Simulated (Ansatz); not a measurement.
# AgCl: the cost of one run

Code: Ansatz 0.2.0. PAW datasets, plane waves. Calculated at 0 K for a non-magnetic cell.

### 1 The system as given

The unstrained cell was relaxed with r2SCAN; in each strained cell the atoms were relaxed again with r2SCAN. Names of k-points are those of the unstrained zone, where strain can split equivalent points. First state: +5.9 % equal strain in all directions.

It is cubic, Fm-3m (No. 225); conventional cell a = 5.873 Å, 25.32 Å³ an atom. Ag has 6 Cl at 2.94 Å; Cl has 6 Ag at 2.94 Å.

Coordinates:

```
CELL_PARAMETERS angstrom
4.14815 0.00000 0.20509
0.00000 4.15299 0.00000
-0.28915 0.00000 5.86480
ATOMIC_POSITIONS crystal
Ag 0.25005 0.25000 0.25000
Ag 0.74995 0.75000 0.75000
Cl 0.75004 0.75000 0.25000
Cl 0.24996 0.25000 0.75000
```

From earlier runs on the unstrained cell: PBE 0.91 eV, r2SCAN 1.47 eV, HSE06 2.41 eV; a = 5.545 Å.

### 2 +5.9 % equal strain in all directions: PBE

input.yaml

```yaml
crystal:
  lattice:
    - [4.148151784, 0.0, 0.2050903048]
    - [0.0, 4.1529922762, 0.0]
    - [-0.2891461231, 0.0, 5.8647952008]
  atoms:
    - { symbol: Ag, position: [0.2500548767, 0.25, 0.2500031849] }
    - { symbol: Ag, position: [0.7499451233, 0.75, 0.7499968151] }
    - { symbol: Cl, position: [0.7500376899, 0.75, 0.2499964645] }
    - { symbol: Cl, position: [0.2499623101, 0.25, 0.7500035355] }
kpoints:
  mp_grid: { grid: [6, 6, 6] }
  band_path:
    path:
      - [0.0, 0.0, 0.0]
      - [0.5000136275, 0.4999863725, 9.82862e-05]
      - [0.5000136275, 0.4999863725, 0.5000982814]
      - [0.5000136275, 0.0, 0.5000982814]
      - [0.24988252, 0.0, 1.000049109]
      - [0.7501447351, 0.0, 0.0001474537]
      - [0.7501447351, 0.2498688992, 0.0001474537]
      - [0.24988252, 0.2498688992, 1.000049109]
    npoints: 1
hamiltonian:
  xc: pbe
scf:
  occupations: { method: fermi_dirac, width: 0.02 }
  n_extra_bands: 5
output:
  forces: true
  stress: true
  eigenvalues: true
  write_density: true
  write_potential: true
  elf: true
  volumetric_format: npy
```

Started as:

```sh
> ansatz run input.yaml --threads 4 --pin off --max-ram 4608MiB --backend cpu --events-out ev --progress --plain --runs-dir out
```

What time and memory should one allow on 4 threads of Arm Neoverse V1, shared host?

About 5.5 s, with a peak of 0.5 GiB.
